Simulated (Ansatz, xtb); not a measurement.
# C3H6O: which of two isomers lies lower

We compare a, `C1COC1`, a singlet, with b, `CCC=O`, a singlet. Both are isolated molecules in the gas phase, relaxed with B3LYP/def2-SVP, each in the lowest conformer that the search found.

Problem. Estimate E(b) − E(a) at the level CCSD(T)/def2-TZVP.

Solution. Calculated at CCSD(T)/def2-TZVP: E(b) − E(a) = −104.7 kJ/mol, so structure b lies lower.

How the difference moves with the method:

```csv
level,geometry,E(b) − E(a) (kJ/mol),departure from the last row (kJ/mol),"job, with rough time for the two"
GFN2-xTB,GFN2-xTB,−19.8,+84.9,"optimisation, 0.18 s"
HF/STO-3G,GFN2-xTB,+20.6,+125.3,"single point, 0.36 s"
r2SCAN-D4/def2-SVP,GFN2-xTB,−108.6,−3.9,"single point, 2.6 s"
B3LYP/def2-SVP,B3LYP/def2-SVP,−110.7,−6.0,"optimisation, 30 s"
HF/def2-TZVP,B3LYP/def2-SVP,−115.2,−10.5,part of the CCSD(T) run
MP2/def2-TZVP,B3LYP/def2-SVP,−106.0,−1.3,part of the CCSD(T) run
CCSD(T)/def2-TZVP,B3LYP/def2-SVP,−104.7,,"single point, 82 s"
```

As drawn, b has 1 C=O in place of 2 C–O. Structure a has a 4-membered ring, b no ring.

HF/STO-3G puts the two in the other order. The largest departure from CCSD(T)/def2-TZVP is that of HF/STO-3G, 125.3 kJ/mol.

With harmonic frequencies from B3LYP/def2-SVP (ideal gas, rigid rotor, one conformer each, 298.15 K, 1 atm): on the last row, ΔE + ΔZPE = −111.7, ΔH = −109.4, ΔG = −115.3 kJ/mol.

Tabulated enthalpies of formation at 298 K are −80.5 kJ/mol for a (CRC Handbook of Chemistry and Physics) and −185.6 kJ/mol for b (CRC Handbook of Chemistry and Physics), a difference of −105.1 kJ/mol. Calculated less tabulated ΔH, with the same thermal term: GFN2-xTB +80.6, HF/STO-3G +121.1, r2SCAN-D4/def2-SVP −8.2, B3LYP/def2-SVP −10.3, HF/def2-TZVP −14.8, MP2/def2-TZVP −5.6, CCSD(T)/def2-TZVP −4.3 kJ/mol. Handbook values carry no stated uncertainty.

The correlated steps freeze 4 core orbitals. Run with Ansatz 0.2.0, xtb 6.7.1; the last row on 2 threads of AMD EPYC 7R43 64-Core Processor (Zen 3) on a shared host.
